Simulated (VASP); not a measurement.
# WS2 (I-4m2) in VASP: reference runs

How does WS2 come out in PBE? The cell is run as given.

Program: VASP 6.6.1. These are calculated values, not measurements. Logs are shortened: lines on timing, memory, paths and dates and some standing lists are left out, and cuts for length are marked.

## 1. The crystal as given

The structure is tetragonal, space group I-4m2 (No. 119). The conventional cell has a = 4.372 Å, b = 4.372 Å, c = 6.385 Å, α = 90.00°, β = 90.00°, γ = 90.00°. Around W (site symmetry -4m2) lie 8 S at 2.71 to 3.09 Å. Around S (site symmetry -4m2) lie 4 W at 2.71 Å and 4 S at 2.71 Å. S (site symmetry -4m2) is surrounded by 4 S at 2.71 Å and 4 W at 3.09 Å.

The cell was built by a generator and needn't be a form met in nature.

## 2. Single point, PBE

INCAR reads:

```
ALGO     = Normal         # electronic algorithm
EDIFF    = 1E-7           # SCF threshold, eV
ENCUT    = 520            # plane-wave cutoff, eV
GGA      = PE             # functional
ISIF     = 2              # what is computed and relaxed
ISMEAR   = -1             # smearing method
LASPH    = T              # aspherical terms in the spheres
LCHARG   = F              # write CHGCAR
LREAL    = F              # projectors in reciprocal space
LWAVE    = F              # write WAVECAR
NBANDS   = 20             # bands
NELM     = 80             # most SCF steps
PREC     = Accurate       # precision mode
SIGMA    = 0.05           # smearing width, eV
```

KPOINTS reads:

```
k-points
0
Gamma
  9 9 9
```

POSCAR reads:

```
WS2
1.0
   -2.1859204900      2.1859204900      3.1923987600
    2.1859204900     -2.1859204900      3.1923987600
    2.1859204900      2.1859204900     -3.1923987600
W S
1 2
Direct
    0.0000000000      0.0000000000      0.0000000000
    0.7500000000      0.2500000000      0.5000000000
    0.5000000000      0.5000000000      0.0000000000
```

Potentials or basis: VASP PAW PBE potentials, release 64 (W_sv, S).

Run with:

```console
$ cat potpaw_PBE.64/W_sv/POTCAR potpaw_PBE.64/S/POTCAR > POTCAR
$ mpirun -np 1 vasp_std > vasp.out
```

OUTCAR:

```text
EDIFF = 1E-7
   ENCUT = 520
   GGA = PE
   ISIF = 2
   ISMEAR = -1
   LASPH = T
   LREAL = F
   NELM = 80
   PREC = Accurate

 ion  position               nearest neighbor table
   1  0.000  0.000  0.000-   2 2.71   2 2.71   2 2.71   2 2.71   3 3.09   3 3.09   3 3.09   3 3.09

   2  0.750  0.250  0.500-   3 2.71   1 2.71   1 2.71   3 2.71   1 2.71   3 2.71   3 2.71   1 2.71

   3  0.500  0.500  0.000-   2 2.71   2 2.71   2 2.71   2 2.71   1 3.09   1 3.09   1 3.09   1 3.09

  LATTYP: Found a body centered tetragonal cell.
 ALAT       =     4.3718409800
 C/A-ratio  =     1.4604368158

  Lattice vectors:

 A1 = (  -2.1859204900,   2.1859204900,   3.1923987600)
 A2 = (   2.1859204900,  -2.1859204900,   3.1923987600)
 A3 = (   2.1859204900,   2.1859204900,  -3.1923987600)

Analysis of symmetry for initial positions (statically):
=====================================================================
 Subroutine PRICEL returns:
 Original cell was already a primitive cell.

 Routine SETGRP: Setting up the symmetry group for a
 body centered tetragonal supercell.

 Subroutine GETGRP returns: Found  8 space group operations
 (whereof  8 operations were pure point group operations)
 out of a pool of 16 trial point group operations.

The static configuration has the point symmetry D_2d.

Analysis of symmetry for dynamics (positions and initial velocities):
=====================================================================
 Subroutine PRICEL returns:
 Original cell was already a primitive cell.

 Routine SETGRP: Setting up the symmetry group for a
 body centered tetragonal supercell.

 Subroutine GETGRP returns: Found  8 space group operations
 (whereof  8 operations were pure point group operations)
 out of a pool of 16 trial point group operations.

The dynamic configuration has the point symmetry D_2d.

 Subroutine INISYM returns: Found  8 space group operations
 (whereof  8 operations are pure point group operations),
 and found     1 'primitive' translations

----------------------------------------------------------------------------------------

                                     Primitive cell

  volume of cell :      61.0163

  direct lattice vectors                    reciprocal lattice vectors
    -2.185920490  2.185920490  3.192398760     0.000000000  0.228736591  0.156622038
     2.185920490 -2.185920490  3.192398760     0.228736591  0.000000000  0.156622038
     2.185920490  2.185920490 -3.192398760     0.228736591  0.228736591  0.000000000

  length of vectors
     4.443861679  4.443861679  4.443861679     0.277219932  0.277219932  0.323482389

  position of ions in fractional coordinates (direct lattice)
     0.000000000  0.000000000  0.000000000
     0.750000000  0.250000000  0.500000000
     0.500000000  0.500000000  0.000000000

  ion indices of the primitive-cell ions
   primitive index   ion index
                 1           1
                 2           2
                 3           3

----------------------------------------------------------------------------------------

 KPOINTS: k-points

Automatic generation of k-mesh.
 Grid dimensions read from file:
 generate k-points for:    9    9    9

 Generating k-lattice:

  Cartesian coordinates                     Fractional coordinates (reciprocal lattice)
     0.000000000  0.025415177  0.017402449     0.111111111  0.000000000  0.000000000
     0.025415177  0.000000000  0.017402449     0.000000000  0.111111111  0.000000000
     0.025415177  0.025415177  0.000000000     0.000000000  0.000000000  0.111111111

  Length of vectors
     0.030802215  0.030802215  0.035942488

  Shift w.r.t. Gamma in fractional coordinates (k-lattice)
     0.000000000  0.000000000  0.000000000

 Subroutine IBZKPT returns following result:
 ===========================================

 Found     75 irreducible k-points:

 Following reciprocal coordinates:
            Coordinates               Weight
  0.000000  0.000000  0.000000      1.000000
  0.111111  0.000000 -0.000000      8.000000
  0.222222 -0.000000  0.000000      8.000000
  0.333333  0.000000  0.000000      8.000000
  0.444444 -0.000000  0.000000      8.000000
  0.111111  0.111111 -0.000000      8.000000
[... 16 lines left out ...]
 -0.333333  0.333333  0.000000      4.000000
  0.444444  0.444444  0.000000      8.000000
 [... further k-points ...]
   k-points           NKPTS =     75   k-points in BZ     NKDIM =     75   number of bands    NBANDS=     20
   number of dos      NEDOS =    301   number of ions     NIONS =      3
   total plane-waves  NPLWV =  46656
   dimension x,y,z NGX =    36 NGY =   36 NGZ =   36
   dimension x,y,z NGXF=    72 NGYF=   72 NGZF=   72
   ions per type =               1   2
   NGX,Y,Z   is equivalent  to a cutoff of  13.47, 13.47, 13.47 a.u.
   NGXF,Y,Z  is equivalent  to a cutoff of  26.94, 26.94, 26.94 a.u.
 SYSTEM =  unknown system
   PREC   = accura    normal or accurate (medium, high low for compatibility)
   ISTART =      0    job   : 0-new  1-cont  2-samecut
   ICHARG =      2    charge: 1-file 2-atom 10-const
   ISPIN  =      1    spin polarized calculation?
   LNONCOLLINEAR =      F non collinear calculations
   LSORBIT =      F    spin-orbit coupling
   LASPH  =      T    aspherical Exc in radial PAW
   ENCUT  =  520.0 eV  38.22 Ry    6.18 a.u.   8.26  8.26  8.26*2*pi/ulx,y,z
   NELM   =     80;   NELMIN=  2; NELMDL= -5     # of ELM steps
   EDIFF  = 0.1E-06   stopping-criterion for ELM
   LREAL  =      F    real-space projection
   EDIFFG = 0.1E-05   stopping-criterion for IOM
   NSW    =      0    number of steps for IOM
   IBRION =     -1    ionic relax: 0-MD 1-quasi-New 2-CG
   NFREE  =      0    steps in history (QN), initial steepest desc. (CG)
   ISIF   =      2    stress and relaxation
   ISYM   =      2    0-nonsym 1-usesym 2-fastsym
   POTIM  = 0.5000    time-step for ionic-motion
   TEBEG  =    0.0;   TEEND  =   0.0 temperature during run
   PSTRESS=    0.0 pullay stress
   NELECT =      26.0000    total number of electrons
   NUPDOWN=      -1.0000    fix difference up-down
   EMIN   =  10.00;   EMAX   =-10.00  energy-range for DOS
   EFERMI =   0.00;   METHOD = LEGACY
   ISMEAR =    -1;   SIGMA  =   0.05  broadening in eV -4-tet -1-fermi 0-gaus
   EFERMI_NEDOS =   21; number of points for ismear=-14 and -15
   IALGO  =     38    algorithm
   IMIX   =      4    mixing-type and parameters
     AMIX     =   0.40;   BMIX     =  1.00
     AMIX_MAG =   1.60;   BMIX_MAG =  1.00
  volume/ion in A,a.u.               =      20.34       137.25
  Fermi-wavevector in a.u.,A,eV,Ry     =   1.231924  2.327999 20.648709  1.517637
  Thomas-Fermi vector in A             =   2.366715
   LORBIT       =      0    0 simple, 1 ext, 2 COOP (PROOUT), +10 PAW based schemes
   GGA     = PE    functional components
   LHFCALC =     F    Hartree Fock is set to
   AEXX    =    0.0000 exact exchange contribution
   IVDW    =     0    specifies the selected vdW correction
   LEPSILON=     F    determine dielectric tensor
   LRPA    =     F    only Hartree local field effects (RPA)
 non-spin polarized calculation
  energy-cutoff  :      520.00
  volume of cell :       61.02
 maximum number of plane-waves:      1668
 NGX is ok and might be reduce to    36
   NGX = 17   NGY = 17   NGZ = 17

 number of electron      25.9999998 magnetization

 Free energy of the ion-electron system (eV)
  ---------------------------------------------------
  ext. energy  EPLUGINS =         0.00000000
  ---------------------------------------------------
  free energy    TOTEN  =       -17.43244011 eV

  energy without entropy =      -17.40217669  energy(sigma->0) =      -17.41730840

 E-fermi :   6.6407     XC(G=0): -10.5684

 val. band max:        6.6351049180   @ k =  -0.2222   0.4444   0.2222
 cond. band min:       6.6440618114   @ k =  -0.2222  -0.4444   0.2222
 fundamental gap:      0.0089568934
 Fermi energy:         6.6406916187

 k-point     1 :       0.0000    0.0000    0.0000
  band No.  band energies     occupation
      1     -68.4513      2.00000
      2     -32.5589      2.00000
      3     -32.5559      2.00000
      4     -32.5559      2.00000
      5      -9.0492      2.00000
      6      -4.0521      2.00000
[... 12 lines left out ...]
     19      13.9770      0.00000
     20      14.2890      0.00000

 k-point     2 :       0.1111    0.0000   -0.0000
  band No.  band energies     occupation
      1     -68.4513      2.00000
      2     -32.5593      2.00000
      3     -32.5567      2.00000
      4     -32.5561      2.00000
      5      -8.9588      2.00000
      6      -4.2463      2.00000
[... 12 lines left out ...]
     19      13.6701      0.00000
     20      13.9117      0.00000

 k-point     3 :       0.2222   -0.0000    0.0000
  band No.  band energies     occupation
      1     -68.4513      2.00000
      2     -32.5610      2.00000
      3     -32.5579      2.00000
      4     -32.5564      2.00000
      5      -8.7038      2.00000
      6      -4.7320      2.00000
[... 12 lines left out ...]
     19      13.2072      0.00000
     20      13.3557      0.00000

 k-point     4 :       0.3333    0.0000    0.0000
  band No.  band energies     occupation
      1     -68.4513      2.00000
      2     -32.5635      2.00000
      3     -32.5587      2.00000
      4     -32.5567      2.00000
      5      -8.3433      2.00000
      6      -5.3137      2.00000
[... 12 lines left out ...]
     19      12.9413      0.00000
     20      12.9932      0.00000

 k-point     5 :       0.4444   -0.0000    0.0000
  band No.  band energies     occupation
      1     -68.4513      2.00000
      2     -32.5653      2.00000
      3     -32.5592      2.00000
      4     -32.5569      2.00000
      5      -8.0295      2.00000
      6      -5.7547      2.00000
[... 12 lines left out ...]
     19      12.2420      0.00000
     20      12.8353      0.00000

 k-point     6 :       0.1111    0.1111   -0.0000
  band No.  band energies     occupation
      1     -68.4513      2.00000
      2     -32.5603      2.00000
      3     -32.5569      2.00000
      4     -32.5567      2.00000
      5      -8.8148      2.00000
      6      -4.5361      2.00000
[... 12 lines left out ...]
     19      12.8297      0.00000
     20      13.4541      0.00000

 k-point     7 :       0.2222    0.1111    0.0000
  band No.  band energies     occupation
      1     -68.4513      2.00000
      2     -32.5621      2.00000
      3     -32.5580      2.00000
      4     -32.5571      2.00000
      5      -8.5214      2.00000
      6      -5.0426      2.00000
[... 12 lines left out ...]
     19      12.2451      0.00000
     20      13.1352      0.00000
[... 277 lines left out ...]
 k-point    20 :       0.3333    0.3333    0.0000
  band No.  band energies     occupation
      1     -68.4512      2.00000
      2     -32.5637      2.00000
      3     -32.5615      2.00000
      4     -32.5593      2.00000
      5      -7.5726      2.00000
      6      -6.2963      2.00000
[... 12 lines left out ...]
     19      12.1835      0.00000
     20      12.4660      0.00000

 k-point    21 :       0.4444    0.3333    0.0000
  band No.  band energies     occupation
      1     -68.4512      2.00000
      2     -32.5637      2.00000
      3     -32.5618      2.00000
      4     -32.5595      2.00000
      5      -7.4877      2.00000
      6      -6.4067      2.00000
[... 12 lines left out ...]
     19      12.0843      0.00000
     20      13.1020      0.00000

 k-point    22 :      -0.4444    0.3333   -0.0000
  band No.  band energies     occupation
      1     -68.4512      2.00000
      2     -32.5634      2.00000
      3     -32.5614      2.00000
      4     -32.5592      2.00000
      5      -7.7412      2.00000
      6      -6.1275      2.00000
[... 12 lines left out ...]
     19      12.0189      0.00000
     20      14.2922      0.00000

 k-point    23 :      -0.3333    0.3333    0.0000
  band No.  band energies     occupation
      1     -68.4513      2.00000
      2     -32.5622      2.00000
      3     -32.5610      2.00000
      4     -32.5587      2.00000
      5      -8.0597      2.00000
      6      -5.7253      2.00000
[... 12 lines left out ...]
     19      11.6094      0.00000
     20      15.2403      0.00000

 k-point    24 :       0.4444    0.4444    0.0000
  band No.  band energies     occupation
      1     -68.4512      2.00000
      2     -32.5640      2.00000
      3     -32.5618      2.00000
      4     -32.5597      2.00000
      5      -7.3269      2.00000
      6      -6.6071      2.00000
[... 12 lines left out ...]
     19      12.1681      0.00000
     20      13.7879      0.00000

 [... further k-points ...]
[... 5 lines left out ...]
  --------------------------------------------------------------------------------------
  -------------------------------------------------------------------------------------
  Total       -7.0087507     -7.0087507     -6.5953639      0.0000000     -0.0000000      0.0000000
  in kB     -184.0370867   -184.0370867   -173.1822982      0.0000000     -0.0000000      0.0000000
  external PRESSURE =    -180.4188239 kB  Pullay stress =       0.0000000 kB

 VOLUME and BASIS-vectors are now :
 -----------------------------------------------------------------------------
  energy-cutoff  :      520.00
  volume of cell :       61.02
      direct lattice vectors                 reciprocal lattice vectors
    -2.185920490  2.185920490  3.192398760     0.000000000  0.228736591  0.156622038
     2.185920490 -2.185920490  3.192398760     0.228736591  0.000000000  0.156622038
     2.185920490  2.185920490 -3.192398760     0.228736591  0.228736591  0.000000000

 POSITION                                       TOTAL-FORCE (eV/Angst)
 -----------------------------------------------------------------------------------
      0.00000      0.00000      0.00000         0.000000      0.000000     -0.000000
      0.00000      2.18592      1.59620        -0.000000     -0.000000      0.000000
      0.00000      0.00000      3.19240         0.000000     -0.000000      0.000000
 -----------------------------------------------------------------------------------
    total drift:                                0.000000     -0.000000      0.000000

  FREE ENERGIE OF THE ION-ELECTRON SYSTEM (eV)
  ---------------------------------------------------
  free  energy   TOTEN  =       -17.4324401053 eV

  energy  without entropy=      -17.4021766946  energy(sigma->0) =      -17.41730840
```

Run time: 82 s. Hardware: 1 thread of Intel Xeon Platinum 8488C (Sapphire Rapids), shared host; peak memory 0.25 GiB.

What came out:

```yaml
Free_energy: -17.4324 eV
Pressure: -18.0 GPa
Band_gap_on_the_k_mesh: none (metal or under the smearing width)
```

Levels at points of the mesh, in eV from the Fermi level:
| k point | band 11 | band 12 | band 13 | band 14 | band 15 | band 16 |
| --- | --- | --- | --- | --- | --- | --- |
| (0.00, 0.00, 0.00) | -2.90 | -2.79 | -1.24 | -1.17 | 0.50 | 2.22 |

Caveat: so large a pressure means that the cell lies far from this level's equilibrium, or that cutoff or potentials fall short. The run has no spin-orbit coupling, so splittings on W are missing.
